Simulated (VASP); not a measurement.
Set up this calculation in VASP 6.6.1, as the native input.

```
Task                   : single point
Functional             : PBE
Potentials or basis    : VASP PAW PBE potentials, release 64 (Sb)
Cutoff                 : 520 eV
k mesh                 : 6 × 6 × 2
Occupations            : gaussian, width 0.1 eV
Spin                   : no spin polarisation
Dipole correction      : no
Further INCAR settings : ALGO = Fast; EDIFF = 1e-07; NBANDS = 12
```

The structure of Sb lies in POSCAR:

```
Sb
1.0
    4.4405633682      0.0000000000      0.0000000000
   -2.2202816842      3.8456406841      0.0000000000
    0.0000000000      0.0000000000     11.5724654361
Sb
2
Direct
    0.3333333333      0.6666666667      0.2500000000
    0.6666666667      0.3333333333      0.7500000000
```

This isn't the form of Sb at room conditions, which is rhombohedral.

The cell isn't the ideal one: Bi replaced by Sb, lengths x 0.964, strained and moved within the space group.

One way to write it, as run:

INCAR

```
PREC     = Accurate       # precision mode
ENCUT    = 520            # plane-wave cutoff, eV
EDIFF    = 1E-7           # SCF threshold, eV
ISMEAR   = 0              # smearing method
SIGMA    = 0.1            # smearing width, eV
LREAL    = False          # projectors in reciprocal space
LASPH    = True           # aspherical terms in the spheres
NELM     = 100            # most SCF steps
ALGO     = Fast           # electronic algorithm
ISIF     = 2              # what is computed and relaxed
LWAVE    = False          # write WAVECAR
LCHARG   = True           # write CHGCAR
GGA      = PE             # functional
LELF     = True           # ELF
LVHAR    = True         
NBANDS   = 12             # bands
```

KPOINTS

```
Automatic mesh
0
Gamma
  6 6 2
```

Potentials or basis: VASP PAW PBE potentials, release 64 (Sb).

The run is started by

```bash
$ cat potpaw_PBE.64/Sb/POTCAR > POTCAR
$ mpirun -np 1 vasp_std > vasp.out
```

It gave:

The pressure is -3.4 GPa and the band gap on the k mesh is none (metal or under the smearing width).

It took 34 s on 1 thread of Intel(R) Xeon(R) Platinum 8559C (Emerald Rapids), with other jobs on the host, peak memory 0.33 GiB.
